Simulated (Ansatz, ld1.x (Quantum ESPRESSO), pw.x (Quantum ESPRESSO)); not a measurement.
**Equation-of-state test of one PAW potential (V)**

```
Element                 : V
Generator               : ld1.x (Quantum ESPRESSO) 7.5
Type                    : PAW
Functional              : PBE
Relativity              : scalar-relativistic
Frozen core             : [Ar]
Valence charge          : 5
Reference configuration : 3d4 4s1 4p0
Partial waves           : 4s (bound): rcut 1.90, rcutus 2.65 bohr; 4s channel at 0.5 Ry: rcut 1.90, rcutus 2.65 bohr; 4p (bound, empty): rcut 2.30, rcutus 3.05 bohr; 4p channel at 0.55 Ry: rcut 2.30, rcutus 3.05 bohr; 3d (bound): rcut 1.35, rcutus 1.45 bohr; 3d channel at 2.15 Ry: rcut 1.35, rcutus 1.45 bohr
Local potential         : all-electron potential smoothed inside 2.24 bohr (lloc = -2)
Core correction         : none
Augmentation charge     : BESSEL, radius 1.40 bohr
```

Crystal test: fcc V in pw.x 7.5, no spin, 15³ k-points, Fermi–Dirac smearing 0.01 Ry, cutoffs 100/900 Ry. The reference is all-electron LAPW (Ansatz 0.2.0) with the same functional, mesh and smearing; V0 and B0 come from Birch–Murnaghan fits to the pressures at five volumes. Errors are pseudo minus all-electron; Δ is the rms difference of the E(V) curves that follow from these fits, minima aligned, over ±6 % about the mean V0. Mesh and smearing are coarse, so the numbers serve the comparison and aren't converged zero-temperature values; the lattice is a test structure that the element need not adopt.

```json
{"V (Å³/atom)": "13.271", "P all-electron (GPa)": "9.40", "P pseudo (GPa)": "6.80"}
{"V (Å³/atom)": "13.620", "P all-electron (GPa)": "4.23", "P pseudo (GPa)": "1.66"}
{"V (Å³/atom)": "13.969", "P all-electron (GPa)": "-0.35", "P pseudo (GPa)": "-2.86"}
{"V (Å³/atom)": "14.318", "P all-electron (GPa)": "-4.40", "P pseudo (GPa)": "-6.82"}
{"V (Å³/atom)": "14.667", "P all-electron (GPa)": "-7.98", "P pseudo (GPa)": "-10.30"}
```

All-electron: a0 = 3.820 Å (V0 = 13.94 Å³/atom), B0 = 173.4 GPa.

Pseudopotential: mean pressure error (GPa): -2.48; a0 (Å): 3.802; a0 error (%): -0.48; B0 error (%): +4.4; Δ (meV/atom): 7.6. The largest radius (3.05 bohr) exceeds half the bond length (2.55 bohr), so the spheres overlap, which is one possible source of error among others. Atomic configuration tests: 1 of 7 tests not solved or not reliable.

Question: At the middle volume, how do free energy and pressure move when the wave cutoff is lowered (ecutrho held at 900 Ry)?

Answer:

| cutoff (Ry) | shift of F (meV/atom) | shift of P (GPa) |
| --- | --- | --- |
| 45 | +78.1 | -7.94 |
| 60 | +18.8 | -0.11 |
| 80 | +2.1 | +0.03 |

The run at the middle volume (120 k-points, 10 iterations) took about 40 s on one core of a shared host (Neoverse-V1, 32 threads, 247 GiB, load 10).
